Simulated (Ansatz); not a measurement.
A In$_{6}$Se$_{5}$ cell: a crystal with Se atoms taken out, relaxed.

```
In Se
1.0
    -4.50802    6.18579   -4.05285
    -4.58648   -6.25542   -4.07465
    -2.98300   -0.00561    7.69371
In Se
12 10
Direct
  0.77860 0.45225 0.04702
  0.78199 0.44775 0.58925
  0.44828 0.78446 0.09225
  0.46999 0.78818 0.55169
  0.06325 0.19366 0.16668
  0.18694 0.08111 0.65965
  0.54026 0.20643 0.40165
  0.52573 0.19452 0.91843
  0.21492 0.54754 0.42381
  0.21282 0.53713 0.90200
  0.89236 0.88673 0.42819
  0.90280 0.88519 0.92488
  0.02204 0.66756 0.64952
  0.02778 0.67741 0.17911
  0.69129 0.03080 0.67825
  0.67429 0.01914 0.15432
  0.33529 0.36048 0.63815
  0.35250 0.34567 0.15638
  0.30118 0.98216 0.31937
  0.98316 0.30274 0.81768
  0.65667 0.64687 0.82320
  0.64876 0.65175 0.32107
```

The calculation used DFT PBE+D3(BJ), scalar-relativistic, plane waves, PAW in Ansatz.

Settings: cutoff 420 eV, Γ-centred mesh 4×4×4 on the computed 22-atom cell, Gaussian smearing of 0.10 eV; no spin polarisation.

Describe its local order.

Counting as bonded all pairs within 1.2 times the summed covalent radii, but none from a metal cation to another cation:

```csv
atom → neighbour,mean count,mean length (Å),spread (Å)
In → Se,3.83,2.88,0.14
Se → In,4.60,2.88,0.14
```

Angles between all pairs of such bonds at an atom (mean ± spread): 102 ± 32° at In, 107 ± 29° at Se.

Does it have a gap?

It has no gap on the mesh. Levels at Γ next to the Fermi level (eV from it): -1.25, -1.23, -1.14, -0.72, -0.60, -0.18, 0.38, 0.67, 0.87, 1.45, 1.79, 1.81.

The final mesh leaves forces up to 0.14 eV/Å and stresses up to 0.2 GPa: the relaxation ran on a coarser mesh, so the cell's shape, its bonds and its energy belong partly to that mesh.

Cost: 2 runs of about 27 core-minutes in all (earlier runs that led there not counted), on Intel Xeon Platinum 8259CL (Skylake/Cascade Lake) (shared hosts).